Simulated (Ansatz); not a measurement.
Runs of Ansatz 0.2.0 on KMgF3. The structure is cubic, space group Pm-3m (No. 221). Conventional cell: a = 3.986 Å, b = 3.986 Å, c = 3.986 Å, α = 90.00°, β = 90.00°, γ = 90.00°. Around K (site symmetry m-3m) lie 12 F at 2.82 Å. Mg (site symmetry m-3m) is surrounded by 6 F at 1.99 Å. F (site symmetry 4/mmm) has 2 Mg at 1.99 Å as nearest neighbours. 

```tsv
task	level	cutoff (eV)	basis error allowed	gap on the mesh (eV)	pressure (GPa)
single point	PBEsol	363	0.001 eV/atom	7.17	0.3
band structure	PBE	334	0.002 eV/atom	7.36	3.8
band structure	LDA	333	0.002 eV/atom	7.00	(a)
band structure	PBEsol	333	0.002 eV/atom	7.17	0.3
```

Alike in all rows: potentials or basis all-electron LAPW, scalar-relativistic; no spin polarisation; cell as given; k mesh 7 × 7 × 7; smearing fermi-dirac 0.05 eV.

Problem. Estimate the missing entries.

Solution. (a) -4.4.

Caveats: an odd mesh through Γ misses points on the zone boundary, where band edges often lie (some runs).

Not every run made on this cell is shown here.
